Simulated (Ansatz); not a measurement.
Zone-centre phonons of GaSb: input and output

Level of theory: Ansatz 0.2.0, DFT PBE, scalar-relativistic, plane waves, PAW.

Launched with:
```bash
ansatz run input.yaml --threads 1 --pin off --max-ram 3072MiB --backend cpu --events-out ev --progress --plain --runs-dir out
```

Input (bare energies are in eV):
```yaml
crystal:
  lattice:
    - [0.0, 3.1078059676, 3.1078059676]
    - [3.1078059676, 0.0, 3.1078059676]
    - [3.1078059676, 3.1078059676, 0.0]
  atoms:
    - { symbol: Ga, position: [0.0, 0.0, 0.0] }
    - { symbol: Sb, position: [0.25, 0.25, 0.25] }
basis:
  ecutwfc: 420
kpoints:
  mp_grid: { grid: [12, 12, 12] }
hamiltonian:
  xc: pbe
scf:
  occupations: { method: fermi_dirac, width: 0.15 }
output:
  eigenvalues: true
phonons:
  method: dfpt
  eigenvectors: true
```

The end of the output:
```
--- Phonons (Γ-DFPT): 2 representative perturbations + reference, on 163 of 1728 k-points (Σ response iterations 6) ---
  k mesh reduced under 8 symmetry operations, with k and −k counted as one. Each operation leaves every solved displacement unchanged or reverses it
  ASR residual: 2.787e-5 → 0.000e0 eV/Å²; symmetrization residual: 2.278e-5 eV/Å²
  ASR residual per site (eV/Å²): 2.79e-5 8.75e-6
  Γ frequencies (cm⁻¹): 0.00 0.00 0.00 207.58 207.58 207.58
  non-analytic LO–TO correction: not included (Born effective charges unavailable; polar crystals: no LO–TO splitting at Γ)
```

The run took 60 s on 1 thread of Arm Neoverse V1, with other jobs on the host, peak memory 0.81 GiB.

Without a gap, frequencies and elastic constants depend on the k mesh and the smearing, soft modes and shear constants most.

The bands only touch here, so at this level the crystal is a zero-gap semiconductor or semimetal, not an ordinary metal; spin–orbit coupling, left out, can open or move such a gap.